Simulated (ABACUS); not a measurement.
A run of ABACUS 3.10.1 is set up as follows.

The input INPUT:

```
INPUT_PARAMETERS
suffix              FeO
calculation         scf
basis_type          pw
pseudo_dir          ./
symmetry            1
dft_functional      pbe
ecutwfc             90
pseudo_rcut         10
nspin               2
nbands              17
ks_solver           dav
smearing_method     fd
smearing_sigma      0.00367493
scf_thr             1e-08
scf_nmax            100
mixing_type         broyden
mixing_beta         0.4
cal_force           1
cal_stress          1
kpar                4
```

The input STRU:

```
ATOMIC_SPECIES
Fe 55.8450 Fe.upf
O 15.9990 O.upf

LATTICE_CONSTANT
1.8897261246

LATTICE_VECTORS
0.0000000000 2.1554000000 2.1554000000
2.1554000000 0.0000000000 2.1554000000
2.1554000000 2.1554000000 0.0000000000

ATOMIC_POSITIONS
Direct

Fe
0.0
1
0.0000000000 0.0000000000 0.0000000000 1 1 1 mag 3

O
0.0
1
0.5000000000 0.5000000000 0.5000000000 1 1 1 mag 0
```

KPT

```
K_POINTS
0
Gamma
11 11 11 0 0 0
```

Potentials or basis: PseudoDojo NC SR 0.4.1 PBE standard, plane waves.

Launch:

```bash
$ OMP_NUM_THREADS=1 mpirun -np 4 abacus > log
```

(1) Predict the absolute moment.

(2) Estimate the pressure.

Results:

(1) 4.02 μB per cell.

(2) -1.0 GPa.

Caveat: a cell with one magnetic atom can't hold antiferromagnetic order, which such compounds often take; semilocal functionals often make such compounds metallic where correlation or magnetic order opens a gap, which also shifts bond lengths.

The gap isn't set beside the measured one, since this odd mesh misses points on the zone boundary.
